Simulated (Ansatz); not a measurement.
## Al: single point with PBE

The system is Al.

```
Al
1.0
     0.00000    2.02481    2.02481
     2.02481    0.00000    2.02481
     2.02481    2.02481    0.00000
Al
1
Direct
  0.00000 0.00000 0.00000
```

* Program: Ansatz 0.2.0
* Task: single point
* Functional: PBE
* Potentials or basis: Ansatz PAW
* Cutoff: 420 eV (not typed: the program's choice for these potentials)
* k mesh: 11 × 11 × 11
* Occupations: gaussian, width 0.016 eV
* Spin: no spin polarisation

```json
{
  "Pressure": "-0.5 GPa",
  "Band gap on the k mesh": "none (metal or under the smearing width)"
}
```

Levels at points of the mesh, in eV from the Fermi level:
| k point | band 1 | band 2 | band 3 | band 4 | band 5 | band 6 |
| --- | --- | --- | --- | --- | --- | --- |
| (0.00, 0.00, 0.00) | -11.11 | 12.47 | 12.47 | 12.47 | 14.01 | 14.01 |

Wall time 0.38 s on 2 threads of Intel(R) Xeon(R) Platinum 8259CL CPU @ 2.50GHz (Skylake/Cascade Lake), on a shared host, peak memory 0.31 GiB.
